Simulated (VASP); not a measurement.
Write the native input for VASP 6.6.1 that does the following.

```
Task                   : single point
Functional             : PBEsol
Potentials or basis    : VASP PAW PBE potentials, release 64 (Mn_pv, S)
Cutoff                 : 520 eV
k mesh                 : 6 × 6 × 6
Occupations            : gaussian, width 0.05 eV
Spin                   : non-collinear spin, random start, spin-orbit coupling
Starting moments       : [[-0.877, 1.007, -0.683], [-0.0, 0.0, 0.0]] μB
Hubbard terms          : Mn d U = 2 eV
Further INCAR settings : ALGO = Normal; EDIFF = 1e-06; NBANDS = 31
```

The structure of MnS lies in POSCAR:

```
MnS
1.0
    0.0000000000      2.6122498900      2.6122498900
    2.6122498900      0.0000000000      2.6122498900
    2.6122498900      2.6122498900      0.0000000000
Mn S
1 1
Direct
    0.0000000000      0.0000000000      0.0000000000
    0.5000000000      0.5000000000      0.5000000000
```

The input as run:

INCAR

```
  ALGO = Normal
  EDIFF = 1E-6
  ENCUT = 520
  GGA = PS
  GGA_COMPAT = F
  ISIF = 2
  ISMEAR = 0
  LASPH = T
  LCHARG = F
  LDAU = T
  LDAUJ = 0 0
  LDAUL = 2 -1
  LDAUPRINT = 1
  LDAUTYPE = 2
  LDAUU = 2 0
  LMAXMIX = 4
  LNONCOLLINEAR = T
  LORBIT = 11
  LORBMOM = T
  LREAL = F
  LSORBIT = T
  LWAVE = F
  MAGMOM = -0.877 1.007 -0.683 0 0 0
  NBANDS = 31
  NELM = 150
  PREC = Accurate
  SIGMA = 0.05
```

KPOINTS

```
k-points
0
Gamma
  6 6 6
```

Potentials or basis: VASP PAW PBE potentials, release 64 (Mn_pv, S).

Launch:

```sh
$ cat potpaw_PBE.64/Mn_pv/POTCAR potpaw_PBE.64/S/POTCAR > POTCAR
$ mpirun -np 1 vasp_ncl > vasp.out
```

Results of the run:

| Item | Value |
| --- | --- |
| Pressure | -2.5 GPa |
| Net moment | 4.96 μB per cell |
| Valence electrons inside the program's atomic spheres | Mn 11.29; S 3.73 |

Caveat: the PAW data sets were made with another functional, which shifts forces and pressure a little; a cell with one magnetic atom can't hold antiferromagnetic order, which such compounds often take.

It took 3.2 min on 1 thread of AMD EPYC 9R45 96-Core Processor (Zen 5), on a shared host, peak memory 0.32 GiB.
